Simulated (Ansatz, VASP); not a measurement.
## ZrB in VASP and in Ansatz

```xyz
2
Lattice="0.0000 2.4564 2.4564 2.4564 0.0000 2.4564 2.4564 2.4564 0.0000" Properties=species:S:1:pos:R:3 pbc="T T T"
Zr    0.0000    0.0000    0.0000
B     2.4564    2.4564    2.4564
```

Alike in both runs: functional r2SCAN; k mesh 7 × 7 × 7; occupations fermi-dirac, width 0.0502 eV; no spin polarisation.

Ansatz relaxed the structure, and its values are those at the end. VASP's run is a single point on that final structure, the one shown.

```csv
,VASP,Ansatz
version,VASP 6.6.1,Ansatz 0.2.0
potentials or method,"VASP PAW PBE potentials, release 64 (Zr_sv, B)",PAW plane waves
plane-wave cutoff (eV),520,500
valence electrons in the cell,15,15
```

```csv
,VASP,Ansatz,Ansatz less VASP
gap on the k mesh at the Fermi level (eV),none,none,-
pressure (GPa),0.1,0.0,-0.05
```

A gap of «none» marks a metal or a gap that the smearing closes. The functional is the same, so the differences come from potentials, cutoffs and numerics.

Caveats: the PAW data sets were made with another functional, which shifts forces and pressure a little (VASP).
